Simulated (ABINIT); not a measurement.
Crystal: KTaO3.

```xyz
5
Lattice="3.9883 0.0000 0.0000 0.0000 3.9883 0.0000 0.0000 0.0000 3.9883" Properties=species:S:1:pos:R:3 pbc="T T T"
Ta    0.0000    0.0000    0.0000
K     1.9942    1.9942    1.9942
O     0.0000    0.0000    1.9942
O     0.0000    1.9942    0.0000
O     1.9942    0.0000    0.0000
```

Base run:

* Program: ABINIT 10.8.3 (patched build)
* Functional: r2SCAN
* Potentials or basis: JTH PAW PBE v2.0
* Cutoff: 762 eV
* k mesh: 4 × 4 × 4
* Occupations: fermi-dirac, width 0.05 eV
* Spin: no spin polarisation

Its results: band gap on the k mesh 2.60 eV, indirect (least direct gap 3.25 eV); pressure -0.1 GPa.

**Question.** The run is repeated on the same cell with these changes: k mesh from 4 × 4 × 4 to 3 × 3 × 3. What comes out?

**Answer.** Band gap on the k mesh 2.84 eV, indirect (least direct gap 3.20 eV); pressure 0.1 GPa.

Caveats: some runs use coarse meshes; the PAW data sets were made with another functional, which shifts forces and pressure a little; spin-orbit coupling is left out, which moves the levels of the heavy elements; the atomic spheres overlap; an odd mesh through Γ misses points on the zone boundary, where band edges often lie (some runs).
